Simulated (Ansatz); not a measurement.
# CaF₂, one cell by several methods

```xyz
3
Lattice="0.0000 2.7313 2.7313 2.7313 0.0000 2.7313 2.7313 2.7313 0.0000" Properties=species:S:1:pos:R:3 pbc="T T T"
Ca    0.0000    0.0000    0.0000
F     1.3656    1.3656    1.3656
F     4.0969    4.0969    4.0969
```

Atom numbers follow the list: Ca1, F2, F3.

Conventional cell: a = 5.463 Å, b = 5.463 Å, c = 5.463 Å, α = 90.00°, β = 90.00°, γ = 90.00°. Around Ca (atom 1) lie 8 F at 2.37 Å. Around F (atom 2) lie 4 Ca at 2.37 Å.

The cell is COD entry 5000222, as deposited and not checked against the literature; nothing was relaxed.

Methods: DFT, PBEsol, PAW with Ansatz's default frozen-core files, scalar-relativistic (Ansatz 0.2.0); DFT, PBEsol, all-electron PAW with datasets made for the crystal, scalar-relativistic (Ansatz 0.2.0); DFT, PBEsol, all-electron LAPW, scalar-relativistic (Ansatz 0.2.0).

For PAW: a Γ-centred 8×8×8 k mesh, Fermi–Dirac smearing of 0.02 eV, cutoff 420 eV, no spin polarisation; the PAW files were made with PBE, and the program remakes their frozen cores for this functional. The crystal-made all-electron datasets (AE datasets) take a cutoff of 300 eV at this cell. LAPW targets a basis error of 1 meV/atom. The Ansatz runs share mesh, smearing and spin set-up. Plane-wave (PAW) pressures include the program's estimate of the Pulay term.

Stress and pressure are positive in compression.

Levels count from the top of the valence band.

```json
{"quantity": "pressure (GPa)", "PAW": "-1.90", "AE datasets": "-1.90", "LAPW": "-1.91"}
{"quantity": "band gap (eV)", "PAW": "7.113", "AE datasets": "7.103", "LAPW": "7.104"}
{"quantity": "highest filled level at X (eV)", "PAW": "0.000", "AE datasets": "0.000", "LAPW": "0.000"}
{"quantity": "lowest empty level at X (eV)", "PAW": "8.030", "AE datasets": "8.029", "LAPW": "8.029"}
{"quantity": "highest filled level at K (eV)", "PAW": "-0.098", "AE datasets": "-0.098", "LAPW": "-0.098"}
{"quantity": "lowest empty level at K (eV)", "PAW": "8.290", "AE datasets": "8.288", "LAPW": "8.289"}
{"quantity": "highest filled level at L (eV)", "PAW": "-0.846", "AE datasets": "-0.846", "LAPW": "-0.846"}
{"quantity": "lowest empty level at L (eV)", "PAW": "9.352", "AE datasets": "9.352", "LAPW": "9.352"}
```

PAW's pressure differs from the LAPW value by about 0.01 GPa or less.
